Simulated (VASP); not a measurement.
# KBr in VASP: how settings move the PBE single point

Aim: see what changed inputs do to the PBE single point of KBr in the zincblende structure, under -2.0 % equal strain in all directions. This is a trial cell built on a prototype, not taken from a measured structure, and it needn't be the compound's ground state.

Code: VASP 6.6.1. PAW datasets, plane waves. All values are calculated for a non-magnetic (in the reference) cell, which may be hypothetical.

## 1. The system as given

The cell comes from an earlier relaxation with r2SCAN in another program. Some of the altered inputs switch spin polarisation on.

Space group F-43m (No. 216), cubic; a = 7.229 Å in the conventional setting, 47.22 Å³ an atom. K has 4 Br at 3.13 Å; Br has 4 K at 3.13 Å.

The structure in full:

```cif
data_structure
_symmetry_space_group_name_H-M 'P 1'
_symmetry_Int_Tables_number 1
_cell_length_a 5.1117
_cell_length_b 5.1117
_cell_length_c 5.1117
_cell_angle_alpha 60.000
_cell_angle_beta 60.000
_cell_angle_gamma 60.000
_cell_volume 94.45
loop_
_atom_site_label
_atom_site_type_symbol
_atom_site_fract_x
_atom_site_fract_y
_atom_site_fract_z
_atom_site_occupancy
K1 K 0.00000 0.00000 0.00000 1
Br1 Br 0.25000 0.25000 0.25000 1
```

## 2. Reference

INCAR reads:

```
ENCUT = 520.000000
SIGMA = 0.020000
EDIFF = 1.00e-07
GGA = PE
PREC = Accurate
IBRION = -1
ISIF = 2
ISMEAR = -1
NBANDS = 15
NELM = 120
NSW = 0
LASPH = .TRUE.
LCHARG = .FALSE.
LWAVE = .FALSE.
LREAL = .FALSE.
```

KPOINTS reads:

```
KPOINTS created by Atomic Simulation Environment
0
Gamma
6 6 6
0 0 0
```

POSCAR reads:

```
K  Br
 1.0000000000000000
     0.0000000000000000    3.6145333083000000    3.6145333083000000
     3.6145333083000000    0.0000000000000000    3.6145333083000000
     3.6145333083000000    3.6145333083000000    0.0000000000000000
 K   Br
   1   1
Cartesian
  0.0000000000000000  0.0000000000000000  0.0000000000000000
  1.8072666541500000  1.8072666541500000  1.8072666541500000
```

A file KPOINTS_OPT adds named points for the levels; it doesn't enter the self-consistent loop.

Potentials: the recommended PBE PAW datasets, 16 valence electrons.

Run with:

```console
$ mpirun -np 1 vasp_std
```

The closing lines of the self-consistent loop in OSZICAR:

```text
DAV:  12    -0.601144907219E+01   -0.14653E-04   -0.16274E-05   508   0.294E-02    0.602E-03
DAV:  13    -0.601144981493E+01   -0.74274E-06   -0.18947E-06   648   0.826E-03    0.225E-03
DAV:  14    -0.601144988434E+01   -0.69407E-07   -0.24265E-07   515   0.302E-03
   1 F= -.60114499E+01 E0= -.60114499E+01  d E =-.797716E-11
```

It took 37 s on 1 MPI rank of Intel Xeon Platinum 8488C, shared host; peak memory 0.26 GiB.

It gives: energy (σ→0) -6.0114 eV, pressure 1.01 GPa, gap on the mesh 4.39 eV.

## 3. Variant 1

Changes to INCAR since step 2:

```diff
@@ -8,4 +8,2 @@
 ISMEAR = -1
-NBANDS = 15
-NELM = 120
 NSW = 0
@@ -15 +13,3 @@
 LREAL = .FALSE.
+NBANDS = 12
+NELM = 60
```

KPOINTS reads:

```
KPOINTS created by Atomic Simulation Environment
0
Monkhorst-Pack
6 6 6
0 0 0
```

POSCAR is that of step 2.

Run with:

```console
$ mpirun -np 1 vasp_std
```

Standard output, without the iteration lines:

```text
POSCAR found type information on POSCAR K Br
 POSCAR found :  2 types and       2 ions
 LDA part: xc-table for (Slater+PW92), standard interpolation
 POSCAR, INCAR and KPOINTS ok, starting setup
 FFT: planning ... GRIDC
 FFT: planning ... GRID_SOFT
 FFT: planning ... GRID
 WAVECAR not read
 entering main loop
```

OSZICAR:

```text
N       E                     dE             d eps       ncg     rms          rms(c)
DAV:   1     0.104095457452E+03    0.10410E+03   -0.65900E+03   672   0.112E+03
DAV:   2     0.180225394791E+01   -0.10229E+03   -0.95414E+02   824   0.253E+02
DAV:   3    -0.598546163116E+01   -0.77877E+01   -0.77524E+01   880   0.659E+01
DAV:   4    -0.631633583832E+01   -0.33087E+00   -0.33062E+00  1252   0.117E+01
DAV:   5    -0.631698308014E+01   -0.64724E-03   -0.64723E-03   864   0.595E-01    0.349E+00
DAV:   6    -0.601944255114E+01    0.29754E+00   -0.45939E-01   784   0.335E+00    0.247E+00
DAV:   7    -0.598746346400E+01    0.31979E-01   -0.22909E-01   824   0.264E+00    0.117E+00
DAV:   8    -0.600738270750E+01   -0.19919E-01   -0.23355E-02   904   0.128E+00    0.208E-01
DAV:   9    -0.600917877621E+01   -0.17961E-02   -0.92707E-04   856   0.203E-01    0.136E-01
DAV:  10    -0.601139448788E+01   -0.22157E-02   -0.18683E-03   672   0.290E-01    0.323E-02
DAV:  11    -0.601143732366E+01   -0.42836E-04   -0.80932E-05   820   0.744E-02    0.112E-02
DAV:  12    -0.601144634084E+01   -0.90172E-05   -0.11884E-05   716   0.309E-02    0.525E-03
DAV:  13    -0.601144685862E+01   -0.51778E-06   -0.23423E-06   864   0.111E-02    0.241E-03
DAV:  14    -0.601144689753E+01   -0.38905E-07   -0.37790E-07   732   0.450E-03
   1 F= -.60114469E+01 E0= -.60114469E+01  d E =-.651761E-11
```

Parts of OUTCAR:

```text
k-points           NKPTS =     28   k-points in BZ     NKDIM =     28   number of bands    NBANDS=     12

   NELECT =      16.0000    total number of electrons

   dimension x,y,z NGX =    40 NGY =   40 NGZ =   40
   dimension x,y,z NGXF=    80 NGYF=   80 NGZF=   80

  energy-cutoff  :      520.00
  volume of cell :       94.45
      direct lattice vectors                 reciprocal lattice vectors
     0.000000000  3.614533308  3.614533308    -0.138330445  0.138330445  0.138330445
     3.614533308  0.000000000  3.614533308     0.138330445 -0.138330445  0.138330445
     3.614533308  3.614533308  0.000000000     0.138330445  0.138330445 -0.138330445

 k-points in reciprocal lattice and weights: KPOINTS created by Atomic Simulation Env
   0.08333333  0.08333333  0.08333333       0.009
   0.25000000  0.08333333  0.08333333       0.028
   0.41666667  0.08333333  0.08333333       0.028
  -0.41666667  0.08333333  0.08333333       0.028
  -0.25000000  0.08333333  0.08333333       0.028
  -0.08333333  0.08333333  0.08333333       0.028
   0.25000000  0.25000000  0.08333333       0.028
   0.41666667  0.25000000  0.08333333       0.056
[... 20 more k-points ...]

 E-fermi :  -2.4792

 k-point     1 :       0.0833    0.0833    0.0833
  band No.  band energies     occupation
      1     -30.6150      2.00000
      2     -14.9082      2.00000
      3     -14.1230      2.00000
      4     -14.1230      2.00000
      5     -14.1026      2.00000
      6      -3.0511      2.00000
      7      -3.0134      2.00000
      8      -3.0134      2.00000
      9       1.5190      0.00000
     10       5.6324      0.00000
     11       5.6324      0.00000
     12       6.7181      0.00000

 k-point     2 :       0.2500    0.0833    0.0833
  band No.  band energies     occupation
      1     -30.6143      2.00000
      2     -14.9809      2.00000
      3     -14.1283      2.00000
      4     -14.1248      2.00000
      5     -14.0189      2.00000
      6      -3.1885      2.00000
      7      -3.0185      2.00000
      8      -3.0036      2.00000
      9       2.0904      0.00000
     10       5.2385      0.00000
     11       5.4529      0.00000
     12       6.3742      0.00000

 k-point     3 :       0.4167    0.0833    0.0833
  band No.  band energies     occupation
      1     -30.6133      2.00000
      2     -15.0719      2.00000
      3     -14.1336      2.00000
      4     -14.1291      2.00000
      5     -13.9125      2.00000
      6      -3.3548      2.00000
      7      -3.0192      2.00000
      8      -2.9937      2.00000
      9       3.0933      0.00000
     10       4.8208      0.00000
     11       5.1880      0.00000
     12       5.4661      0.00000

 k-point     4 :      -0.4167    0.0833    0.0833
  band No.  band energies     occupation
      1     -30.6130      2.00000
      2     -15.0998      2.00000
      3     -14.1343      2.00000
      4     -14.1317      2.00000
      5     -13.8795      2.00000
      6      -3.4037      2.00000
      7      -3.0152      2.00000
      8      -2.9934      2.00000
      9       3.7138      0.00000
     10       4.1575      0.00000
     11       5.2700      0.00000
     12       5.3925      0.00000

[... the tables of k-points 5 to 28 left out ...]

  Total        0.5943093      0.5943093      0.5943093      0.0000000      0.0000000     -0.0000000
  in kB       10.0817621     10.0817621     10.0817621      0.0000000      0.0000000     -0.0000000
  external PRESSURE =      10.0817621 kB  Pullay stress =       0.0000000 kB

 POSITION                                       TOTAL-FORCE (eV/Angst)
 -----------------------------------------------------------------------------------
      0.00000      0.00000      0.00000        -0.000000     -0.000000     -0.000000
      1.80727      1.80727      1.80727         0.000000      0.000000      0.000000
 -----------------------------------------------------------------------------------
    total drift:                               -0.000000     -0.000000     -0.000000

  FREE ENERGIE OF THE ION-ELECTRON SYSTEM (eV)
  ---------------------------------------------------
  free  energy   TOTEN  =        -6.0114468975 eV

  energy  without entropy=       -6.0114468975  energy(sigma->0) =       -6.01144690
```

Run time: 32 s. Hardware: 1 MPI rank of Intel Xeon Platinum 8488C, shared host; peak memory 0.24 GiB.

Changed: NBANDS = 12, NELM = 60, shifted mesh. The run ends normally. Against the reference the energy moves by less than 0.1 meV/atom; the gap on the mesh goes from 4.39 to 4.51 eV.

## 4. Variant 2

INCAR reads:

```
ENCUT = 520.000000
SIGMA = 0.020000
EDIFF = 1.00e-07
PREC = Accurate
IBRION = -1
ISIF = 2
ISMEAR = -1
NBANDS = 15
NSW = 0
LASPH = .TRUE.
LCHARG = .FALSE.
LWAVE = .FALSE.
LREAL = .FALSE.
GGA = RE
ISPIN = 2
MAGMOM = 2 2
NELMIN = 8
NELM = 63
```

KPOINTS is that of step 2.

POSCAR is that of step 2.

Run with:

```console
$ mpirun -np 1 vasp_std
```

Printed to the terminal (iteration lines stand in OSZICAR):

```text
POSCAR found type information on POSCAR K Br
 POSCAR found :  2 types and       2 ions
 -----------------------------------------------------------------------------
|                                                                             |
|                                                                             |
|     You enforced a specific xc type in the INCAR file but a different       |
|     I HOPE YOU KNOW WHAT YOU ARE DOING!                                     |
|                                                                             |
 -----------------------------------------------------------------------------

 LDA part: xc-table for (Slater+PW92), standard interpolation
 POSCAR, INCAR and KPOINTS ok, starting setup
 FFT: planning ... GRIDC
 FFT: planning ... GRID_SOFT
 FFT: planning ... GRID
 WAVECAR not read
 entering main loop
```

OSZICAR:

```text
N       E                     dE             d eps       ncg     rms          rms(c)
DAV:   1     0.101926461091E+03    0.10193E+03   -0.66210E+03   960   0.889E+02
DAV:   2     0.310963854036E+01   -0.98817E+02   -0.90567E+02  1241   0.217E+02
DAV:   3    -0.398902629083E+01   -0.70987E+01   -0.70625E+01  1318   0.526E+01
DAV:   4    -0.431761137982E+01   -0.32859E+00   -0.32849E+00  1555   0.944E+00
DAV:   5    -0.431994957950E+01   -0.23382E-02   -0.23382E-02  1318   0.900E-01    0.108E+01
DAV:   6    -0.541561267582E+01   -0.10957E+01   -0.13097E+00  1030   0.740E+00    0.382E+00
DAV:   7    -0.567380007541E+01   -0.25819E+00   -0.44250E-01   988   0.419E+00    0.211E+00
DAV:   8    -0.569263174601E+01   -0.18832E-01   -0.46240E-02  1359   0.126E+00    0.136E+00
DAV:   9    -0.571247400917E+01   -0.19842E-01   -0.19015E-02  1023   0.803E-01    0.392E-01
DAV:  10    -0.572459295990E+01   -0.12119E-01   -0.76533E-03  1044   0.613E-01    0.156E-01
DAV:  11    -0.572743163949E+01   -0.28387E-02   -0.16036E-03  1024   0.284E-01    0.951E-02
DAV:  12    -0.572852298286E+01   -0.10913E-02   -0.67822E-04  1002   0.189E-01    0.566E-02
DAV:  13    -0.572882022020E+01   -0.29724E-03   -0.35193E-04  1002   0.133E-01    0.113E-02
DAV:  14    -0.572884039622E+01   -0.20176E-04   -0.19449E-05  1262   0.377E-02    0.625E-03
DAV:  15    -0.572885164214E+01   -0.11246E-04   -0.14827E-05   988   0.320E-02    0.208E-03
DAV:  16    -0.572885264548E+01   -0.10033E-05   -0.80188E-06  1009   0.244E-02    0.806E-04
DAV:  17    -0.572885226853E+01    0.37694E-06   -0.33299E-06  1002   0.152E-02    0.363E-04
DAV:  18    -0.572885217853E+01    0.89999E-07   -0.15687E-06  1009   0.980E-03    0.203E-04
DAV:  19    -0.572885197086E+01    0.20768E-06   -0.35018E-07  1007   0.445E-03    0.927E-05
DAV:  20    -0.572885198001E+01   -0.91513E-08   -0.19010E-08   937   0.991E-04
   1 F= -.57288520E+01 E0= -.57288520E+01  d E =-.386284E-12  mag=     0.0000
```

From OUTCAR:

```text
k-points           NKPTS =     16   k-points in BZ     NKDIM =     16   number of bands    NBANDS=     15

   NELECT =      16.0000    total number of electrons

   dimension x,y,z NGX =    40 NGY =   40 NGZ =   40
   dimension x,y,z NGXF=    80 NGYF=   80 NGZF=   80

  energy-cutoff  :      520.00
  volume of cell :       94.45
      direct lattice vectors                 reciprocal lattice vectors
     0.000000000  3.614533308  3.614533308    -0.138330445  0.138330445  0.138330445
     3.614533308  0.000000000  3.614533308     0.138330445 -0.138330445  0.138330445
     3.614533308  3.614533308  0.000000000     0.138330445  0.138330445 -0.138330445

 k-points in reciprocal lattice and weights: KPOINTS created by Atomic Simulation Env
   0.00000000  0.00000000  0.00000000       0.005
   0.16666667  0.00000000  0.00000000       0.037
   0.33333333  0.00000000  0.00000000       0.037
   0.50000000  0.00000000  0.00000000       0.019
   0.16666667  0.16666667  0.00000000       0.028
   0.33333333  0.16666667  0.00000000       0.111
   0.50000000  0.16666667  0.00000000       0.111
  -0.33333333  0.16666667  0.00000000       0.111
[... 8 more k-points ...]

 E-fermi :  -2.3084

 k-point     1 :       0.0000    0.0000    0.0000
  band No.  band energies     occupation
      1     -30.5893      1.00000
      2     -14.7520      1.00000
      3     -14.0619      1.00000
      4     -14.0619      1.00000
      5     -14.0619      1.00000
      6      -2.9037      1.00000
      7      -2.9037      1.00000
      8      -2.9037      1.00000
      9       1.7850      0.00000
     10       5.9578      0.00000
     11       5.9578      0.00000
     12       7.0528      0.00000
     13       7.0528      0.00000
     14       7.0528      0.00000
     15       7.9068      0.00000

 k-point     2 :       0.1667    0.0000    0.0000
  band No.  band energies     occupation
      1     -30.5888      1.00000
      2     -14.8198      1.00000
      3     -14.0639      1.00000
      4     -14.0639      1.00000
      5     -13.9866      1.00000
      6      -3.0204      1.00000
      7      -2.8978      1.00000
      8      -2.8978      1.00000
      9       2.2313      0.00000
     10       5.7169      0.00000
     11       5.7169      0.00000
     12       6.7776      0.00000
     13       7.0965      0.00000
     14       7.5123      0.00000
     15       7.5123      0.00000

 k-point     3 :       0.3333    0.0000    0.0000
  band No.  band energies     occupation
      1     -30.5878      1.00000
      2     -14.9266      1.00000
      3     -14.0680      1.00000
      4     -14.0680      1.00000
      5     -13.8653      1.00000
      6      -3.2073      1.00000
      7      -2.8867      1.00000
      8      -2.8867      1.00000
      9       3.2204      0.00000
     10       5.5012      0.00000
     11       5.5776      0.00000
     12       5.5776      0.00000
     13       7.0853      0.00000
     14       7.2307      0.00000
     15       7.2307      0.00000

[... the tables of k-points 4 to 16 left out ...]

  Total        1.0113070      1.0113070      1.0113070      0.0000000     -0.0000000     -0.0000000
  in kB       17.1556393     17.1556393     17.1556393      0.0000000     -0.0000000     -0.0000000
  external PRESSURE =      17.1556393 kB  Pullay stress =       0.0000000 kB

 POSITION                                       TOTAL-FORCE (eV/Angst)
 -----------------------------------------------------------------------------------
      0.00000      0.00000      0.00000         0.000000     -0.000000      0.000000
      1.80727      1.80727      1.80727        -0.000000      0.000000     -0.000000
 -----------------------------------------------------------------------------------
    total drift:                               -0.000000     -0.000000     -0.000000

  FREE ENERGIE OF THE ION-ELECTRON SYSTEM (eV)
  ---------------------------------------------------
  free  energy   TOTEN  =        -5.7288519800 eV

  energy  without entropy=       -5.7288519800  energy(sigma->0) =       -5.72885198
```

Run time: 76 s. Hardware: 1 MPI rank of Intel Xeon Platinum 8488C, shared host; peak memory 0.29 GiB.

Changed: GGA = RE, ISPIN = 2, MAGMOM = 2 2, NELMIN = 8, NELM = 63. VASP runs to the end. Its total energy is on another scale than the reference's; the pressure goes from 1.0 to 1.7 GPa. The functional is now revPBE, on datasets made with PBE. The run starts with moments and ends with 0.00 μB a cell: no net moment is left.

## 5. Comparison

| run | changed | ending | energy change (meV/atom) | pressure (GPa) | gap on the mesh (eV; negative: overlap) | electronic steps | time | usable |
| --- | --- | --- | --- | --- | --- | --- | --- | --- |
| ref. | – | converged | 0 | 1.0 | 4.39 | 14 | 37 s | yes |
| 1 | NBANDS = 12, NELM = 60, shifted mesh | converged | 0.0 | 1.0 | 4.51 | 14 | 32 s | yes |
| 2 | GGA = RE, ISPIN = 2, MAGMOM = 2 2, NELMIN = 8, NELM = 63 | converged | – | 1.7 | – | 20 | 76 s | yes |

What this shows: Of 2 altered inputs, 2 gave usable results.
